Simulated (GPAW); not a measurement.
## BaTiO3 (Barioperovskite) in GPAW: the effect of strain biaxial xy

The system is BaTiO3 (Barioperovskite).

```
Ba Ti O
1.0
     3.74637    0.00000    0.00000
     0.00000    2.66669    2.84515
     0.00000   -2.66669    2.84515
Ba Ti O
1 1 3
Cartesian
  0.0000 0.0000 0.0000
  1.8732 0.0000 2.9157
  1.8732 1.2976 4.2594
  1.8732 -1.2976 4.2594
  0.0000 0.0000 2.7735
```

Alike in all runs:

* Program: GPAW 26.7.0
* Task: single point
* Functional: PBE
* Potentials or basis: GPAW PAW data sets (gpaw-data 1.2.1)
* Cutoff: 800 eV
* Basis: pw
* k mesh: 4 × 4 × 4
* Occupations: fermi-dirac, width 0.05 eV
* Spin: no spin polarisation
* Maxiter: 150

```tsv
strain biaxial xy	gap on the mesh (eV)	pressure (GPa)	largest force (eV/Å)
-0.06	1.86	33.1	0.50
-0.04	1.92	21.3	0.35
-0.02	1.92	11.6	0.26
-0.01	1.91	7.4	0.25
0	?	?	?
0.01	1.85	0.3	0.31
0.02	1.81	-2.8	0.36
0.04	1.74	-7.9	0.48
0.06	1.64	-12.1	0.60
```

Question: What does the run with strain biaxial xy 0 give?

Answer: gap on the mesh 1.88 eV; pressure 3.7 GPa; largest force 0.27 eV/Å.

Worked out: A parabola through the other rows of the gap on the mesh, of slope -2.04 eV per unit of strain biaxial xy there, gives 1.88 eV, against the run's 1.88. A parabola through the other rows of the pressure, of slope -372 GPa per unit of strain biaxial xy there, gives 3.7 GPa, against the run's 3.7. A parabola through the other rows of the largest force, of slope 1.21 eV/Å per unit of strain biaxial xy there, gives 0.28 eV/Å, against the run's 0.27.

Caveats: the density grid can change from cell to cell, which puts small steps into energies and stress; spin-orbit coupling is left out, which moves the levels of the heavy elements.

A k mesh can miss the band edges.
